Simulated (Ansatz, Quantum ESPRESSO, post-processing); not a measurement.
# NaF(001): dielectric constant from slabs in a field, part 3 of 7

Aim: the dielectric constant along the normal from slabs of two thicknesses in a field, starting with NaF(001), 5 layers.

Quantum ESPRESSO 7.5; plane-wave DFT, PBE, GBRV ultrasoft pseudopotentials; geometry by Ansatz 0.2.0 with PAW datasets.

So far. Step 3 (Ground state, 5 layers: no field): The run needed 12 iterations to bring the estimated error under 1e-10 Ry; the largest force on any atom, held or free, is 0.02 eV/Å. Step 4 (Electrostatic potential, 5 layers): The vacuum is flat to 0.2 meV/Å, so its level is well defined. Inside the slab the curve depends on the local part of the pseudopotentials; only the vacuum level has a meaning of its own.

## (5) Self-consistent run, 5 layers: field 0.1 V/Å

With the ions clamped, only the electrons screen the field of 0.1 V/Å.

n5.f1.in

```
&control
  prefix = 'n5.f1'
  outdir = './out'
  pseudo_dir = './pseudo'
  calculation = 'scf'
  tprnfor = .true.
  tefield = .true.
  dipfield = .true.
/
&system
  ibrav = 0
  nat = 10
  ntyp = 2
  ecutwfc = 40
  ecutrho = 200
  occupations = 'fixed'
  edir = 3
  emaxpos = 0.97
  eopreg = 0.04
  eamp = 0.00194469
/
&electrons
  conv_thr = 1e-10
  mixing_beta = 0.5
  electron_maxstep = 120
/
ATOMIC_SPECIES
  Na  22.9898  na_pbe_v1.5.uspp.F.UPF
  F   18.9984  f_pbe_v1.4.uspp.F.UPF
CELL_PARAMETERS angstrom
  3.32340187160000 0.00000000000000 0.00000000000000
  0.00000000000000 3.32340187160000 0.00000000000000
  0.00000000000000 0.00000000000000 25.40000000000000
ATOMIC_POSITIONS crystal
  Na  -0.000000000000 0.000000000000 0.315643956391
  F   0.500000000000 0.500000000000 0.314643257751
  Na  0.500000000000 0.500000000000 0.407349630328
  F   -0.000000000000 0.000000000000 0.407508276429
  Na  0.000000000000 0.000000000000 0.499999995190
  F   0.500000000000 0.500000000000 0.500000004652
  Na  0.500000000000 0.500000000000 0.592650361079
  F   0.000000000000 0.000000000000 0.592491731327
  Na  0.000000000000 0.000000000000 0.684356030873
  F   0.500000000000 0.500000000000 0.685356755981
K_POINTS automatic
  8 8 1 0 0 0
```

Launch:

```sh
OMP_NUM_THREADS=1 mpirun -n 8 pw.x -nk 4 -in n5.f1.in > n5.f1.out
```

Log:

```text
[banner, memory and clock lines left out]
Program PWSCF v.7.5 starts
[citation notice left out]

[...]
bravais-lattice index     =            0
     lattice parameter (alat)  =       6.2803  a.u.
     unit-cell volume          =    1893.1980 (a.u.)^3
     number of atoms/cell      =           10
     number of atomic types    =            2
     number of electrons       =        80.00
     number of Kohn-Sham states=           40
     kinetic-energy cutoff     =      40.0000  Ry
     charge density cutoff     =     200.0000  Ry
     scf convergence threshold =      1.0E-10
     mixing beta               =       0.5000
     number of iterations used =            8  plain     mixing
     Exchange-correlation=  SLA  PW   PBX  PBC
                           (   1   4   3   4   0   0   0)

[...]
PseudoPot. # 1 for Na read from file:
     ./pseudo/na_pbe_v1.5.uspp.F.UPF
     Pseudo is Ultrasoft, Zval =  9.0
     Generated by new atomic code, or converted to UPF format
     Using radial grid of  819 points,  5 beta functions with:
                l(1) =   0
                l(2) =   0
                l(3) =   1
                l(4) =   1
                l(5) =   2
     Q(r) pseudized with  8 coefficients,  rinner =    1.250   1.250   1.250
                                                       1.250   1.250

     PseudoPot. # 2 for F  read from file:
     ./pseudo/f_pbe_v1.4.uspp.F.UPF
     Pseudo is Ultrasoft, Zval =  7.0
     Generated by new atomic code, or converted to UPF format
     Using radial grid of  799 points,  4 beta functions with:
                l(1) =   0
                l(2) =   0
                l(3) =   1
                l(4) =   1
     Q(r) pseudized with  8 coefficients,  rinner =    0.950   0.950   0.950

     atomic species   valence    mass     pseudopotential
     Na                9.00    22.98980     Na( 1.00)
     F                 7.00    18.99840     F ( 1.00)

     No symmetry found

[...]
number of k points=    34
[...]
Dense  grid:    90245 G-vectors     FFT dimensions: (  30,  30, 225)

     Smooth grid:    64785 G-vectors     FFT dimensions: (  25,  25, 200)

     Initial potential from superposition of free atoms

     starting charge      79.9685, renormalised to      80.0000

     negative rho (up, down):  5.922E-04 0.000E+00

     Adding external electric field

     Computed dipole along edir(3) :
        Dipole               -0.0000 Ry au,         -0.0000 Debye
        Dipole field         -0.0000 Ry au,

        E field amplitude [Ha a.u.]:  1.9447E-03
        Potential amp.        0.1792 Ry
        Total length         46.0791 bohr

     Starting wfcs are   45 randomized atomic wfcs

     per-process dynamical memory:    58.9 Mb

     Self-consistent Calculation

     iteration #  1     ecut=    40.00 Ry     beta= 0.50
     Davidson diagonalization with overlap
     ethr =  1.00E-02,  avg # of iterations =  1.0

     negative rho (up, down):  2.264E-04 0.000E+00

     Adding external electric field

     Computed dipole along edir(3) :
        Dipole                0.0327 Ry au,          0.0831 Debye
        Dipole field          0.0002 Ry au,

        E field amplitude [Ha a.u.]:  1.9447E-03
        Potential amp.        0.1592 Ry
        Total length         46.0791 bohr

     total energy              =    -720.52779077 Ry
     estimated scf accuracy    <       1.34700824 Ry

     iteration #  2     ecut=    40.00 Ry     beta= 0.50
[...]
negative rho (up, down):  1.154E-04 0.000E+00

[...]
Dipole                0.0538 Ry au,          0.1369 Debye
[...]
E field amplitude [Ha a.u.]:  1.9447E-03
[...]
total energy              =    -720.94452022 Ry
     estimated scf accuracy    <       0.31902806 Ry

     iteration #  3     ecut=    40.00 Ry     beta= 0.50
[...]
negative rho (up, down):  1.433E-04 0.000E+00

[...]
Dipole                0.0745 Ry au,          0.1895 Debye
[...]
E field amplitude [Ha a.u.]:  1.9447E-03
[...]
total energy              =    -720.98108575 Ry
     estimated scf accuracy    <       0.01811488 Ry

     iteration #  4     ecut=    40.00 Ry     beta= 0.50
[...]
negative rho (up, down):  1.816E-04 0.000E+00

[...]
Dipole                0.0658 Ry au,          0.1672 Debye
[...]
E field amplitude [Ha a.u.]:  1.9447E-03
[...]
total energy              =    -720.98294826 Ry
     estimated scf accuracy    <       0.00542487 Ry

     iteration #  5     ecut=    40.00 Ry     beta= 0.50
[...]
negative rho (up, down):  2.018E-04 0.000E+00

[...]
Dipole                0.0645 Ry au,          0.1639 Debye
[...]
E field amplitude [Ha a.u.]:  1.9447E-03
[...]
total energy              =    -720.98452398 Ry
     estimated scf accuracy    <       0.00036974 Ry

     iteration #  6     ecut=    40.00 Ry     beta= 0.50
[...]
negative rho (up, down):  2.018E-04 0.000E+00

[...]
Dipole                0.0667 Ry au,          0.1695 Debye
[...]
E field amplitude [Ha a.u.]:  1.9447E-03
[...]
total energy              =    -720.98435098 Ry
     estimated scf accuracy    <       0.00030807 Ry

[...]
iteration # 11     ecut=    40.00 Ry     beta= 0.50
[...]
negative rho (up, down):  2.144E-04 0.000E+00

[...]
Dipole                0.0663 Ry au,          0.1685 Debye
[...]
E field amplitude [Ha a.u.]:  1.9447E-03
[...]
total energy              =    -720.98445313 Ry
     estimated scf accuracy    <          9.7E-10 Ry

     iteration # 12     ecut=    40.00 Ry     beta= 0.50
[...]
negative rho (up, down):  2.145E-04 0.000E+00

[...]
Dipole                0.0663 Ry au,          0.1685 Debye
[...]
E field amplitude [Ha a.u.]:  1.9447E-03
[...]
total energy              =    -720.98445313 Ry
     estimated scf accuracy    <          4.7E-10 Ry

     iteration # 13     ecut=    40.00 Ry     beta= 0.50
[...]
negative rho (up, down):  2.146E-04 0.000E+00

[...]
Dipole                0.0663 Ry au,          0.1685 Debye
[...]
E field amplitude [Ha a.u.]:  1.9447E-03
[...]
total energy              =    -720.98445313 Ry
     estimated scf accuracy    <          2.0E-10 Ry

     iteration # 14     ecut=    40.00 Ry     beta= 0.50
[...]
negative rho (up, down):  2.146E-04 0.000E+00

[...]
Dipole                0.0663 Ry au,          0.1685 Debye
[...]
E field amplitude [Ha a.u.]:  1.9447E-03
[...]
End of self-consistent calculation

          k = 0.0000 0.0000 0.0000 (  8033 PWs)   bands (ev):

   -51.1891 -50.7739 -50.6963 -50.6486 -50.5207 -23.2452 -23.0689 -23.0689
   -22.9188 -22.8557 -22.7240 -22.6815 -22.6815 -22.6487 -22.5765 -22.5765
   -22.5543 -22.5543 -22.4260 -22.4260 -22.4139 -22.3109 -22.1843 -22.0882
   -21.8225  -4.6513  -4.3953  -4.0641  -3.8698  -3.8698  -3.7438  -3.6875
    -3.6875  -3.6029  -3.6029  -3.4763  -3.4763  -3.3756  -3.1452  -3.1452

          k = 0.0000 0.1250 0.0000 (  8085 PWs)   bands (ev):

   -51.1886 -50.7734 -50.6958 -50.6481 -50.5202 -23.2571 -23.1588 -23.0672
   -22.9345 -22.9052 -22.8152 -22.7141 -22.6797 -22.6541 -22.6398 -22.5747
   -22.5526 -22.5059 -22.4982 -22.4245 -22.3046 -22.2317 -22.1013 -22.0025
   -21.7598  -4.6242  -4.4185  -4.1568  -3.9573  -3.8654  -3.8471  -3.7618
    -3.6911  -3.6879  -3.6127  -3.5718  -3.4882  -3.3638  -3.2607  -3.1541

[...]
highest occupied level (ev):    -3.1452

!    total energy              =    -720.98445313 Ry
     estimated scf accuracy    <          1.5E-11 Ry

     The total energy is the sum of the following terms:
     one-electron contribution =   -5299.72368664 Ry
     hartree contribution      =    2671.07436029 Ry
     xc contribution           =    -119.26546932 Ry
     ewald contribution        =    2026.93057120 Ry
     electric field correction =      -0.00022866 Ry

     convergence has been achieved in  14 iterations

     Forces acting on atoms (cartesian axes, Ry/au):

     atom    1 type  1   force =     0.00000000    0.00000000    0.00117318
     atom    2 type  2   force =     0.00000000    0.00000000   -0.00262280
     atom    3 type  1   force =     0.00000000   -0.00000000    0.00206268
     atom    4 type  2   force =    -0.00000000    0.00000000   -0.00215140
     atom    5 type  1   force =     0.00000000   -0.00000000    0.00212542
     atom    6 type  2   force =    -0.00000000    0.00000000   -0.00212240
     atom    7 type  1   force =    -0.00000000   -0.00000000    0.00217152
     atom    8 type  2   force =    -0.00000000   -0.00000000   -0.00208106
     atom    9 type  1   force =    -0.00000000    0.00000000    0.00306667
     atom   10 type  2   force =     0.00000000    0.00000000   -0.00162180

     Total force =     0.006873     Total SCF correction =     0.000003

[...]
```

Elapsed: 29 s, on 8 MPI ranks of Arm Neoverse V2, shared host; peak memory 0.85 GiB; 3.8 min of CPU time.

This step gave:

```
free energy                    : -9809.4932 eV
dipole along the normal        : 0.03508 e·Å
valence top, on the run's zero : -3.145 eV
```

## (6) Electrostatic potential, 5 layers

n5.f1.pot.in

```
&inputpp
  prefix = 'n5.f1'
  outdir = './out'
  filplot = 'n5.f1.pot.dat'
  plot_num = 11
/
```

Launch:

```sh
OMP_NUM_THREADS=1 mpirun -n 8 pp.x -in n5.f1.pot.in > n5.f1.pot.out
```

Elapsed: 0.78 s, on 8 MPI ranks; peak memory 0.11 GiB; 5.4 s of CPU time.

Read from the output:

* slope of the potential above: 0.09979 eV/Å
* upper vacuum line continued to the top atoms, over the valence top: 6.753 eV
* slope of the potential below: 0.1002 eV/Å
* lower vacuum line continued to the bottom atoms, over the valence top: 6.386 eV

The slope in the vacuum is 0.100 eV/Å for an applied 0.10 V/Å, as it should be.

Each curve counts from the valence top of its own run.

The potential energy (potential at 0.0 V/Å) oscillates, so the rows of the table below give means over windows of 2.37 Å about each position, cut where the curve ends. Its maxima inside the range that stand out by 2 % of the span (Å: eV): 8.0: 26.4, 9.1: 5.91, 10.4: 26.3, 11.5: 5.96, 12.8: 26.3, 13.9: 5.96, 15.0: 26.3, 16.3: 5.91, 17.4: 26.4. Its minima: 7.2: 5.33, 8.8: 5.27, 9.6: 5.29, 11.2: 5.32, 11.9: 5.40, 13.5: 5.40, 14.2: 5.32, 15.8: 5.29, 16.6: 5.27, 18.2: 5.33.

The runs together. The potential energy by z; means over each step:

| z (Å) | potential at 0.0 V/Å (eV) | potential at 0.1 V/Å (eV) |
| --- | --- | --- |
| 1.19 | 6.80 | 5.73 |
| 3.56 | 6.80 | 5.94 |
| 5.93 | 6.66 | 6.04 |
| 8.29 | 13.0 | 12.5 |
| 10.67 | 12.9 | 12.6 |
| 13.04 | 12.9 | 12.7 |
| 15.41 | 12.9 | 12.8 |
| 17.77 | 13.1 | 13.2 |
| 20.14 | 6.78 | 7.01 |
| 22.52 | 6.80 | 7.26 |
| 24.89 | 6.80 | 7.20 |

## (7) Clamped-ion dielectric constant from the field inside the slab, 5 layers

Numbers from this step:

* change of slope in the vacuum: 0.10000 eV/Å
* polarisability a cell: 5.052 Å³
* sheet polarisability 4πα/A: 5.747 Å
* change of slope inside: 0.05368 eV/Å
* dielectric constant: 1.863

Running mean over one layer period, set to zero at the slab's centre. Table of change of the potential energy, second field less first by z:

| z (Å) | change of the potential energy, second field less first (eV) |
| --- | --- |
| 0.0 | -0.209 |
| 0.5 | -0.573 |
| 1.0 | -0.803 |
| 1.5 | -0.829 |
| 2.0 | -0.779 |
| 2.5 | -0.729 |
| 3.0 | -0.679 |
| 3.5 | -0.629 |
| 4.0 | -0.579 |
| 4.5 | -0.529 |
| 5.0 | -0.480 |
| 5.5 | -0.431 |
| 6.0 | -0.384 |
| 6.5 | -0.341 |
| 7.0 | -0.304 |
| 7.5 | -0.273 |
| 8.0 | -0.246 |
| 8.5 | -0.221 |
| 9.0 | -0.195 |
| 9.5 | -0.168 |
| 10.0 | -0.142 |
| 10.5 | -0.115 |
| 11.0 | -0.0882 |
| 11.5 | -0.0614 |
| 12.0 | -0.0345 |
| 12.5 | -0.00770 |
| 13.0 | 0.0191 |
| 13.5 | 0.0460 |
| 14.0 | 0.0728 |
| 14.5 | 0.0997 |
| 15.0 | 0.127 |
| 15.5 | 0.153 |
| 16.0 | 0.180 |
| 16.5 | 0.206 |
| 17.0 | 0.232 |
| 17.5 | 0.258 |
| 18.0 | 0.285 |
| 18.5 | 0.317 |
| 19.0 | 0.356 |
| 19.5 | 0.400 |
| 20.0 | 0.447 |
| 20.5 | 0.497 |
| 21.0 | 0.546 |
| 21.5 | 0.596 |
| 22.0 | 0.646 |
| 22.5 | 0.696 |
| 23.0 | 0.746 |
| 23.5 | 0.795 |
| 24.0 | 0.726 |
| 24.5 | 0.454 |
| 25.0 | 0.0856 |

ε = 0.1000 / 0.0537 = 1.86.

[end of part 3 of 7]

[Logs are printed without paths, hosts, clocks, repeated set-up lines and the standing remarks that a program may print on its own settings, such as how far it seeks lower states.]

[Hosts, paths, dates, database ids (printed as entryN), source tags and the programs' standing remarks are cut or masked in the printed files.]

[Maps of the electrostatic potential energy from Ansatz leave out the sawtooth potential of an applied field or a dipole correction, so their vacuum need not be flat; planar profiles and work functions include it.]
